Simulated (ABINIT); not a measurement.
Crystal: Se.

```
CELL_PARAMETERS angstrom
4.36620 0.00000 0.00000
-2.18310 3.78124 0.00000
0.00000 0.00000 4.95360
ATOMIC_POSITIONS crystal
Se 0.77460 0.77460 0.00000
Se 0.00000 0.22540 0.66667
Se 0.22540 0.00000 0.33333
```

* Program: ABINIT 10.8.3 (patched build)
* Task: single point
* Functional: PBE
* Potentials or basis: JTH PAW PBE v2.0
* Cutoff: 408 eV
* k mesh: 7 × 7 × 6
* Occupations: fermi-dirac, width 0.05 eV
* Spin: no spin polarisation

On this cell: pressure 2.7 GPa; largest force 0.423 eV/Å; band gap on the k mesh 1.21 eV, indirect (least direct gap 1.49 eV).

The same run follows on a disturbed copy (atoms moved at random, drawn with an rms of 0.05 Å):

```xyz
3
Lattice="4.3662 0.0000 0.0000 -2.1831 3.7812 0.0000 0.0000 0.0000 4.9536" Properties=species:S:1:pos:R:3 pbc="T T T"
Se    1.7025    2.9419    0.0130
Se   -0.4753    0.8926    3.2587
Se    0.9908    0.0067    1.6217
```

Question: What changes?

Answer: The energy moves by +3.6 meV/atom; pressure 2.5 GPa; largest force 0.643 eV/Å; band gap on the k mesh 0.91 eV, indirect (least direct gap 1.33 eV).

Forces in eV/Å, atoms in the order of the input:
```
Se  -0.314 -0.225 -0.514
Se  -0.219  0.127  0.334
Se   0.533  0.098  0.180
```

Stress tensor (GPa, compression positive):
```
2.52 0.25 0.51
0.25 1.29 1.35
0.51 1.35 3.70
```

Caveats: an odd mesh through Γ misses points on the zone boundary, where band edges often lie; the atomic spheres overlap (some runs).
